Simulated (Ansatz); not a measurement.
AlNi3:

```
Ni Al
1.0
     3.52305    0.00000    0.00000
     0.00000    3.52305    0.00000
     0.00000    0.00000    3.52305
Ni Al
3 1
Direct
  0.50000 0.50000 0.00000
  0.50000 0.00000 0.50000
  0.00000 0.50000 0.50000
  0.00000 0.00000 0.00000
```

The cell is a database's computed one.

| Property | Result |
| --- | --- |
| Program | Ansatz 0.2.0 |
| Task | relaxation of cell and atoms |
| Functional | RPBE |
| Dispersion | D3(BJ) |
| Potentials or basis | Ansatz PAW |
| Cutoff | 420 eV (not typed: the program's choice for these potentials) |
| k mesh | 8 × 8 × 8 |
| Occupations | fermi-dirac, width 0.05 eV |
| Spin | collinear spin, ferromagnetic start |
| Starting moments | [1.0, 1.0, 1.0, 0.0] μB |

At the start: volume 10.93 Å³/atom.

Question: How do energy, volume and symmetry change on relaxing?

Answer: It ends after 8 steps and the volume is 9.86 Å³/atom (-9.8 %); space group Pm-3m (No. 221, to 0.05 Å); moment 0.61 μB per cell.

The path:
| step | energy change (eV) | largest force (eV/Å) | volume (Å³) |
| --- | --- | --- | --- |
| 1 | 0.0000 | 0.0000 | 43.73 |
| 2 | -0.2488 | 0.0000 | 41.34 |
| 3 | -0.3165 | 0.0000 | 39.06 |
| 4 | -0.3192 | 0.0000 | 39.46 |
| 5 | -0.3193 | 0.0000 | 39.43 |
| 6 | -0.3163 | 0.0000 | 39.43 |
| 7 | -0.3163 | 0.0000 | 39.44 |
| 8 | -0.3163 | 0.0000 | 39.44 |

Final structure:
```cif
data_structure
_symmetry_space_group_name_H-M 'P 1'
_symmetry_Int_Tables_number 1
_cell_length_a 3.4039
_cell_length_b 3.4039
_cell_length_c 3.4039
_cell_angle_alpha 90.000
_cell_angle_beta 90.000
_cell_angle_gamma 90.000
_cell_volume 39.44
loop_
_atom_site_label
_atom_site_type_symbol
_atom_site_fract_x
_atom_site_fract_y
_atom_site_fract_z
_atom_site_occupancy
Ni1 Ni 0.50000 0.50000 0.00000 1
Ni2 Ni 0.50000 0.00000 0.50000 1
Ni3 Ni 0.00000 0.50000 0.50000 1
Al1 Al 0.00000 0.00000 0.00000 1
```

Caveat: the plane-wave basis is chosen anew once the cell has moved, so the energies of steps on either side of that aren't comparable; the PAW data sets come from PBE, with cores solved anew for the run's functional, which leaves a small shift of forces and pressure.
